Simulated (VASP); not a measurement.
# In (P6_3/mmc) in VASP: further runs

The runs below take In through single point, with PBE.

Program: VASP 6.6.1. These are calculated values, not measurements. Logs are shortened: lines on timing, memory, paths and dates and some standing lists are left out, and cuts for length are marked.

### 1 The structure

The structure is hexagonal, space group P6_3/mmc (No. 194). Conventional cell: a = 3.335 Å, b = 3.335 Å, c = 5.509 Å, α = 90.00°, β = 90.00°, γ = 120.00°. In (site symmetry -6m2) has 12 In at 3.34 to 3.36 Å as nearest neighbours.

This isn't the form of In at room conditions, which is tetragonal.

### 2 Single point, PBE

Input file INCAR:

```
  PREC = Accurate
  ENCUT = 400
  EDIFF = 1E-6
  ISMEAR = 1
  SIGMA = 0.4
  LREAL = False
  LASPH = True
  NELM = 100
  ALGO = Normal
  ISIF = 2
  LWAVE = False
  LCHARG = False
  GGA = PE
  NBANDS = 20
  ADDGRID = False
```

Input file KPOINTS:

```
regular mesh
0
Gamma
  11 11 6
```

Input file POSCAR:

```
In
1.0
    3.3354847820      0.0000000000      0.0000000000
   -1.6677423910      2.8886145552      0.0000000000
    0.0000000000      0.0000000000      5.5091429200
In
2
Direct
    0.6666666667      0.3333333333      0.7500000000
    0.3333333333      0.6666666667      0.2500000000
```

Potentials or basis: VASP PAW PBE potentials, release 64 (In_d).

Run with:

```sh
cat potpaw_PBE.64/In_d/POTCAR > POTCAR
mpirun -np 1 vasp_std > vasp.out
```

OUTCAR:

```text
PREC = Accurate
   ENCUT = 400
   EDIFF = 1E-6
   ISMEAR = 1
   LREAL = False
   LASPH = True
   NELM = 100
   ISIF = 2
   GGA = PE

 Found     64 irreducible k-points:

 Following reciprocal coordinates:
            Coordinates               Weight
  0.000000  0.000000  0.000000      1.000000
  0.090909  0.000000  0.000000      6.000000
  0.181818  0.000000  0.000000      6.000000
  0.272727  0.000000  0.000000      6.000000
  0.363636  0.000000  0.000000      6.000000
  0.454545 -0.000000  0.000000      6.000000
   k-points           NKPTS =     64   k-points in BZ     NKDIM =     64   number of bands    NBANDS=     20
   number of dos      NEDOS =    301   number of ions     NIONS =      2
   total plane-waves  NPLWV =  20736
   dimension x,y,z NGX =    24 NGY =   24 NGZ =   36
   dimension x,y,z NGXF=    48 NGYF=   48 NGZF=   72
   ions per type =               2
   NGX,Y,Z   is equivalent  to a cutoff of  11.96, 11.96, 10.86 a.u.
   NGXF,Y,Z  is equivalent  to a cutoff of  23.92, 23.92, 21.73 a.u.
 SYSTEM =  unknown system
   PREC   = accura    normal or accurate (medium, high low for compatibility)
   ISTART =      0    job   : 0-new  1-cont  2-samecut
   ICHARG =      2    charge: 1-file 2-atom 10-const
   ISPIN  =      1    spin polarized calculation?
   LNONCOLLINEAR =      F non collinear calculations
   LSORBIT =      F    spin-orbit coupling
   LASPH  =      T    aspherical Exc in radial PAW
   ENCUT  =  400.0 eV  29.40 Ry    5.42 a.u.   5.44  5.44  8.98*2*pi/ulx,y,z
   NELM   =    100;   NELMIN=  2; NELMDL= -5     # of ELM steps
   EDIFF  = 0.1E-05   stopping-criterion for ELM
[... 12 lines left out ...]
   EMIN   =  10.00;   EMAX   =-10.00  energy-range for DOS
   EFERMI =   0.00;   METHOD = LEGACY
   ISMEAR =     1;   SIGMA  =   0.40  broadening in eV -4-tet -1-fermi 0-gaus
   EFERMI_NEDOS =   21; number of points for ismear=-14 and -15
   IALGO  =     38    algorithm
   IMIX   =      4    mixing-type and parameters
     AMIX     =   0.40;   BMIX     =  1.00
     AMIX_MAG =   1.60;   BMIX_MAG =  1.00
  volume/ion in A,a.u.               =      26.54       179.10
  Fermi-wavevector in a.u.,A,eV,Ry     =   1.290491  2.438675 22.658704  1.665368
  Thomas-Fermi vector in A             =   2.422320
   LORBIT       =      0    0 simple, 1 ext, 2 COOP (PROOUT), +10 PAW based schemes
   GGA     = PE    functional components
   LHFCALC =     F    Hartree Fock is set to
   AEXX    =    0.0000 exact exchange contribution
   IVDW    =     0    specifies the selected vdW correction
   LEPSILON=     F    determine dielectric tensor
   LRPA    =     F    only Hartree local field effects (RPA)
 non-spin polarized calculation
 Methfessel and Paxton  Order N= 1 SIGMA  =   0.40
  energy-cutoff  :      400.00
  volume of cell :       53.08
 maximum number of plane-waves:       996
 NGX is ok and might be reduce to    24
   NGX = 11   NGY = 11   NGZ = 17

 number of electron      25.9999991 magnetization

 Free energy of the ion-electron system (eV)
  ---------------------------------------------------
  ext. energy  EPLUGINS =         0.00000000
  ---------------------------------------------------
  free energy    TOTEN  =        -5.10766046 eV

  energy without entropy =       -5.10938722  energy(sigma->0) =       -5.10823605

 E-fermi :   7.3644     XC(G=0): -10.1864

 val. band max:        7.3521159854   @ k =   0.1818   0.1818   0.1667
 cond. band min:       7.3709094199   @ k =   0.3636   0.0000   0.5000
 fundamental gap:      0.0187934346
 Fermi energy:         7.3644339849

 k-point     1 :       0.0000    0.0000    0.0000
  band No.  band energies     occupation
      1      -7.3223      2.00000
      2      -7.2682      2.00000
      3      -7.2336      2.00000
      4      -7.2336      2.00000
      5      -7.2071      2.00000
      6      -7.2071      2.00000
[... 12 lines left out ...]
     19      18.2536      0.00000
     20      18.7315      0.00000

 k-point     2 :       0.0909    0.0000    0.0000
  band No.  band energies     occupation
      1      -7.3134      2.00000
      2      -7.2710      2.00000
      3      -7.2221      2.00000
      4      -7.2105      2.00000
      5      -7.2047      2.00000
      6      -7.1852      2.00000
[... 12 lines left out ...]
     19      18.4741      0.00000
     20      19.3933      0.00000

 k-point     3 :       0.1818    0.0000    0.0000
  band No.  band energies     occupation
      1      -7.3329      2.00000
      2      -7.2479      2.00000
      3      -7.2212      2.00000
      4      -7.1907      2.00000
      5      -7.1726      2.00000
      6      -7.1586      2.00000
[... 12 lines left out ...]
     19      17.7926      0.00000
     20      18.8811      0.00000

 k-point     4 :       0.2727    0.0000    0.0000
  band No.  band energies     occupation
      1      -7.3778      2.00000
      2      -7.2535      2.00000
      3      -7.2458      2.00000
      4      -7.1998      2.00000
      5      -7.1838      2.00000
      6      -7.0835      2.00000
[... 12 lines left out ...]
     19      16.8861      0.00000
     20      18.4754      0.00000

 k-point     5 :       0.3636    0.0000    0.0000
  band No.  band energies     occupation
      1      -7.4193      2.00000
      2      -7.3012      2.00000
      3      -7.2761      2.00000
      4      -7.2230      2.00000
      5      -7.1372      2.00000
      6      -7.1099      2.00000
[... 12 lines left out ...]
     19      16.1338      0.00000
     20      17.8939      0.00000

 k-point     6 :       0.4545   -0.0000    0.0000
  band No.  band energies     occupation
      1      -7.4438      2.00000
      2      -7.3354      2.00000
      3      -7.2910      2.00000
      4      -7.2362      2.00000
      5      -7.1290      2.00000
      6      -7.1101      2.00000
[... 12 lines left out ...]
     19      15.7291      0.00000
     20      17.5800      0.00000

 [... further k-points ...]

------------------------ aborting loop because EDIFF is reached ----------------------------------------

  FORCE on cell =-STRESS in cart. coord.  units (eV):
  Direction    XX          YY          ZZ          XY          YZ          ZX
  --------------------------------------------------------------------------------------
  -------------------------------------------------------------------------------------
  Total        0.5790039      0.5790039      0.2861126      0.0000000      0.0000000      0.0000000
  in kB       17.4767005     17.4767005      8.6360459      0.0000000      0.0000000      0.0000000
  external PRESSURE =      14.5298156 kB  Pullay stress =       0.0000000 kB

 VOLUME and BASIS-vectors are now :
 -----------------------------------------------------------------------------
  energy-cutoff  :      400.00
  volume of cell :       53.08
      direct lattice vectors                 reciprocal lattice vectors
     3.335484782  0.000000000  0.000000000     0.299806495  0.173093360  0.000000000
    -1.667742391  2.888614555  0.000000000     0.000000000  0.346186721  0.000000000
     0.000000000  0.000000000  5.509142920     0.000000000  0.000000000  0.181516438

 POSITION                                       TOTAL-FORCE (eV/Angst)
 -----------------------------------------------------------------------------------
      1.66774      0.96287      4.13186         0.000000     -0.000000      0.000000
     -0.00000      1.92574      1.37729        -0.000000      0.000000      0.000000
 -----------------------------------------------------------------------------------
    total drift:                                0.000000     -0.000000      0.000000

  FREE ENERGIE OF THE ION-ELECTRON SYSTEM (eV)
  ---------------------------------------------------
  free  energy   TOTEN  =        -5.1076604581 eV

  energy  without entropy=       -5.1093872246  energy(sigma->0) =       -5.10823605
```

It took 13 s on 1 thread of Intel Xeon 6975P-C (Granite Rapids), shared host; peak memory 0.17 GiB.

These settings aren't checked as converged: the numbers below hold their error.

What came out:

| Property | Result |
| --- | --- |
| Free energy | -5.1077 eV |
| Pressure | 1.5 GPa |
| Band gap on the k mesh | none (metal or under the smearing width) |

### 3 Single point, PBE

Edit INCAR of step 2 so:

```diff
@@ -4,3 +4,3 @@
   ISMEAR = 1
-  SIGMA = 0.4
+  SIGMA = 0.1
   LREAL = False
```

KPOINTS is that of step 2.

POSCAR is that of step 2.

Potentials or basis: VASP PAW PBE potentials, release 64 (In_d).

Run with:

```sh
cat potpaw_PBE.64/In_d/POTCAR > POTCAR
mpirun -np 1 vasp_std > vasp.out
```

Wall time 13 s (1 thread of Intel Xeon 6975P-C (Granite Rapids), shared host); peak memory 0.17 GiB.

The run converged, but some of its settings lie outside the range that counts as converged, so its numbers aren't taken as properties of the crystal.

Results:

```yaml
Free_energy: -5.1066 eV
Pressure: 1.5 GPa
Band_gap_on_the_k_mesh: none (metal or under the smearing width)
```

### 4 Single point, PBE

Edit INCAR of step 3 so:

```diff
@@ -4,3 +4,3 @@
   ISMEAR = 1
-  SIGMA = 0.1
+  SIGMA = 0.05
   LREAL = False
```

KPOINTS is that of step 3.

POSCAR is that of step 3.

Run with:

```sh
cat potpaw_PBE.64/In_d/POTCAR > POTCAR
mpirun -np 1 vasp_std > vasp.out
```

Run time: 13 s. Hardware: 1 thread of Intel Xeon 6975P-C (Granite Rapids), shared host; peak memory 0.17 GiB.

These settings aren't checked as converged: the numbers below hold their error.

Results:

* Free energy: -5.1062 eV
* Pressure: 1.5 GPa
* Band gap on the k mesh: none (metal or under the smearing width)

### 5 The reference run

An earlier run on the cell as given: functional PBEsol; potentials or basis VASP PAW PBE potentials, release 64 (In_d); cutoff 520 eV; k mesh 9 × 9 × 5; occupations fermi-dirac, width 0.05 eV; no spin polarisation.

- Pressure: -1.4 GPa
- Band gap on the k mesh: none (metal or under the smearing width)
